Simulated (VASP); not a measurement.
Runs of VASP 6.6.1 on AlP. Symmetry: F-43m, No. 216, cubic system. Conventional cell: a = 5.451 Å, b = 5.451 Å, c = 5.451 Å, α = 90.00°, β = 90.00°, γ = 90.00°. Around Al (site symmetry -43m) lie 4 P at 2.36 Å. P (site symmetry -43m) is surrounded by 4 Al at 2.36 Å. 

```csv
level,potentials or basis,k mesh,cutoff (eV),grid for exact exchange (PRECFOCK),screening parameter,mesh quality,gap on the mesh (eV),pressure (GPa),relaxed volume (Å³/atom)
LDA,"VASP PAW LDA potentials, release 64 (Al, P)",8 × 8 × 8,600,-,-,not flagged,1.42,0.0,20.07
PBE,"VASP PAW PBE potentials, release 64 (Al, P)",8 × 8 × 8,600,-,-,not flagged,(b),0.0,20.86
PBE+D3(BJ),"VASP PAW PBE potentials, release 64 (Al, P)",8 × 8 × 8,600,-,-,not flagged,1.57,0.0,-
PBE,"VASP PAW PBE potentials, release 64 (Al, P)",4 × 4 × 4,300,-,-,coarse,1.61,0.0,20.92
PBEsol,"VASP PAW PBE potentials, release 64 (Al, P)",8 × 8 × 8,600,-,-,not flagged,1.45,0.0,(a)
HSE06,"VASP PAW PBE potentials, release 64 (Al, P)",6 × 6 × 6,520,Fast,0.2 1/A,not flagged,2.30,0.0,-
```

Alike in all rows: task relaxation of cell and atoms; no spin polarisation; cell relaxed; smearing gaussian 0.03 eV.

Question: Fill in the values left out.

Answer: (a) 20.47; (b) 1.63.

Caveats: some runs use coarse meshes; the relaxation stopped at its first step, so nothing moved (some runs); the PAW data sets were made with another functional, which shifts forces and pressure a little (some runs); the cutoff is under 1.25 times the usual one of these potentials, so pressure, stress and relaxed cells hold a basis-set (Pulay) error (some runs).

A k mesh can miss the band edges.
